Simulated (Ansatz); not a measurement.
Runs of Ansatz 0.2.0 on NaCl. Symmetry: Pm-3m, No. 221, cubic system. The conventional cell has a = 3.502 Å, b = 3.502 Å, c = 3.502 Å, α = 90.00°, β = 90.00°, γ = 90.00°. Cl (site symmetry m-3m) is surrounded by 8 Na at 3.03 Å. Na (site symmetry m-3m) has 8 Cl at 3.03 Å as nearest neighbours. Measurements of this composition are mostly on another form, of space group No. 225.

```tsv
task	level	potentials or basis	cell	k mesh	cutoff (eV)	smearing	basis error allowed	gap on the mesh (eV)	pressure (GPa)	relaxed volume (Å³/atom)
relaxation of cell and atoms	BLYP+D3(BJ)	all-electron LAPW, scalar-relativistic	relaxed	8 × 8 × 8	-	fermi-dirac 0.05 eV	0.001 eV/atom	4.36	0.0	(c)
relaxation of cell and atoms	RPBE+D4	all-electron LAPW, scalar-relativistic	relaxed	8 × 8 × 8	-	fermi-dirac 0.05 eV	0.001 eV/atom	4.24	0.0	(a)
relaxation of cell and atoms	BLYP	all-electron LAPW, scalar-relativistic	relaxed	8 × 8 × 8	-	fermi-dirac 0.05 eV	0.001 eV/atom	3.88	0.0	(d)
band structure	PBEsol	all-electron LAPW, scalar-relativistic	as given	8 × 8 × 8	140	fermi-dirac 0.05 eV	0.001 eV/atom	3.84	-1.2	-
phonons	LDA	all-electron LAPW, scalar-relativistic	as given	6 × 6 × 6	151	fermi-dirac 0.05 eV	0.001 eV/atom	(b)	-	-
band structure	revPBE	all-electron LAPW, scalar-relativistic	as given	8 × 8 × 8	141	fermi-dirac 0.05 eV	0.001 eV/atom	4.25	1.7	-
phonons	PBEsol	all-electron LAPW, scalar-relativistic	as given	6 × 6 × 6	150	fermi-dirac 0.05 eV	0.001 eV/atom	3.84	-	-
relaxation of cell and atoms	PBEsol+D3(BJ)	all-electron LAPW, scalar-relativistic	relaxed	8 × 8 × 8	-	fermi-dirac 0.05 eV	0.001 eV/atom	4.20	0.0	19.32
Born charges and dielectric tensor	PBEsol	all-electron PAW datasets made for the crystal	as given	8 × 8 × 8	200	fixed	-	3.84	-	-
elastic constants	PBEsol	all-electron LAPW, scalar-relativistic	as given	6 × 6 × 6	150	fermi-dirac 0.05 eV	0.001 eV/atom	3.84	-1.2	-
relaxation of cell and atoms	revPBE+D3(BJ)	all-electron LAPW, scalar-relativistic	relaxed	8 × 8 × 8	-	fermi-dirac 0.05 eV	0.001 eV/atom	4.44	0.0	20.30
relaxation of cell and atoms	PBEsol	all-electron LAPW, scalar-relativistic	relaxed	8 × 8 × 8	-	fermi-dirac 0.05 eV	0.001 eV/atom	4.00	0.0	20.48
```

Alike in all rows: no spin polarisation.

Question: Fill in the values left out.

Answer: (a) 21.67; (b) 3.60; (c) 19.63; (d) 22.46.

Caveats: the program warned that the printed levels may be off, so bands, gaps and densities of states are rough (some runs); the elastic tensor has a negative eigenvalue, so either the cell is unstable as it stands or the mesh is too thin (some runs).

A k mesh can miss the band edges.

The runs don't all hold the same shells in valence.

Runs at the PBE level aren't shown here.
